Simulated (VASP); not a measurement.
SnSe2, 3 atoms in the cell. Symmetry: P-3m1, No. 164, trigonal system. The conventional cell has a = 3.811 Å, b = 3.811 Å, c = 6.136 Å, α = 90.00°, β = 90.00°, γ = 120.00°. Sn (site symmetry -3m) is surrounded by 6 Se at 2.68 Å. Se (site symmetry 3m) has 3 Sn at 2.68 Å as nearest neighbours. 

```yaml
Program: VASP 6.6.1
Task: relaxation of cell and atoms
Functional: PBE
Dispersion: D3(BJ)
Potentials_or_basis: VASP PAW PBE potentials, release 64 (Sn_d, Se)
Cutoff: 600 eV
k_mesh: 9 × 9 × 5
Occupations: gaussian, width 0.03 eV
Spin: no spin polarisation
Further_INCAR_settings: ALGO = Normal; EDIFF = 1e-06; IBRION = 2; EDIFFG = -0.01; NSW = 90; ISIF = 3
```

Potentials or basis: VASP PAW PBE potentials, release 64 (Sn_d, Se).

Command:

```console
$ cat potpaw_PBE.64/Sn_d/POTCAR potpaw_PBE.64/Se/POTCAR > POTCAR
$ mpirun -np 4 vasp_std > vasp.out
```

Hardware: 4 MPI ranks on Intel(R) Xeon(R) 6975P-C (Granite Rapids) (shared host).

**Question.** Estimate the wall time of this run.

**Answer.** Run time: 85 s on 4 MPI ranks on Intel(R) Xeon(R) 6975P-C (Granite Rapids), on a shared host, peak memory 0.29 GiB a rank. Counts: scf iterations 101, k points 50, ion steps 15.
